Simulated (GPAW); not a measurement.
Runs of GPAW 26.7.0 on SnO2 (Cassiterite). It takes space group P4_2/mnm (No. 136, tetragonal). The conventional cell has a = 4.738 Å, b = 4.738 Å, c = 3.187 Å, α = 90.00°, β = 90.00°, γ = 90.00°. Sn (site symmetry mmm) is surrounded by 6 O at 2.05 to 2.06 Å. O (site symmetry m2m) has 3 Sn at 2.05 to 2.06 Å as nearest neighbours. 

```csv
task,level,potentials or basis,spin,cell,band path,band points,spin axis theta (degrees),spin axis phi (degrees),soc after scf,gap on the mesh (eV),pressure (GPa),relaxed volume (Å³/atom),largest force (eV/Å)
band structure,vdW-DF-cx,"GPAW PAW data sets (gpaw-data 1.2.1), pw","SOC, no magnetisation",as given,"GXMGZRAZ,XR,MA",100,90,45,second variation,1.37,-,-,0.27
relaxation of cell and atoms,rSCAN,"GPAW PAW data sets (gpaw-data 1.2.1), pw",off,relaxed to 2 GPa,-,-,-,-,-,2.02,2.0,-,0.01
relaxation of cell and atoms,PBEint,"PAW data sets generated in the run's folder for this functional, pw",off,relaxed,-,-,-,-,-,0.93,-0.1,12.24,0.01
relaxation of cell and atoms,BLYP,"PAW data sets generated in the run's folder for this functional, pw",off,relaxed,-,-,-,-,-,0.57,0.3,12.77,0.03
band structure,BP86,"PAW data sets generated in the run's folder for this functional, pw","SOC, no magnetisation",as given,"GXMGZRAZ,XR,MA",100,54.7,45,second variation,1.27,9.0,-,0.25
band structure,revPBE,"the program's PAW data sets (release 1.2.1) made for this functional, pw","SOC, no magnetisation",as given,"GXMGZRAZ,XR,MA",80,0,0,second variation,1.38,13.0,-,0.28
band structure,optB88-vdW,"GPAW PAW data sets (gpaw-data 1.2.1), pw","SOC, no magnetisation",as given,"GXMGZRAZ,XR,MA",60,90,0,second variation,(b),-,-,(a)
```

Alike in all rows: k mesh 4 × 4 × 5; cutoff (eV) 800; smearing fermi-dirac 0.05 eV; the mesh is coarse, so values aren't converged.

Fill in the values left out.

(a) 0.30; (b) 1.41.

Caveats: spin-orbit coupling was added after a scalar SCF, so levels and gaps hold it while energy, forces, pressure and moments don't (some runs); this program's spin-orbit splittings come out too wide for heavy elements (some runs); the PAW data sets were made with another functional, which shifts forces and pressure a little (some runs); later steps reuse the first step's grids (some runs); spin-orbit coupling is left out, which moves the levels of the heavy elements (some runs).

A k mesh can miss the band edges, and rows without SOC leave out spin-orbit coupling on Sn.

Runs at the PBE level aren't shown here.
